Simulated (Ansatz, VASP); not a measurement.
## One calculation of Sn, two programs

```
Sn
1.0
     5.69699    0.00000    0.00000
    -2.84849    4.93374    0.00000
     0.00000    0.00000    3.30969
Sn
3
Direct
  0.00000 0.00000 0.00000
  0.33333 0.66667 0.50000
  0.66667 0.33333 0.50000
```

Alike in both runs: task single point; functional BLYP; k mesh 7 × 7 × 11; occupations fermi-dirac, width 0.1 eV; no spin polarisation.

|  | VASP | Ansatz |
| --- | --- | --- |
| version | VASP 6.6.1 | Ansatz 0.2.0 |
| potentials or method | VASP PAW PBE potentials, release 64 (Sn_d) | plane waves (420 eV) with PAW, scalar-relativistic |
| plane-wave cutoff (eV) | 520 | 420 |
| valence electrons in the cell | 42 | 42 |

|  | VASP | Ansatz | Ansatz less VASP |
| --- | --- | --- | --- |
| pressure (GPa) | -0.1 | -0.1 | +0.04 |
| largest component of the traceless stress (GPa) | 0.60 | 0.60 | +0.002 |

The functional is the same, so the differences come from potentials, cutoffs and numerics.

Caveats: the PAW data sets were made with another functional, which shifts forces and pressure a little (VASP).
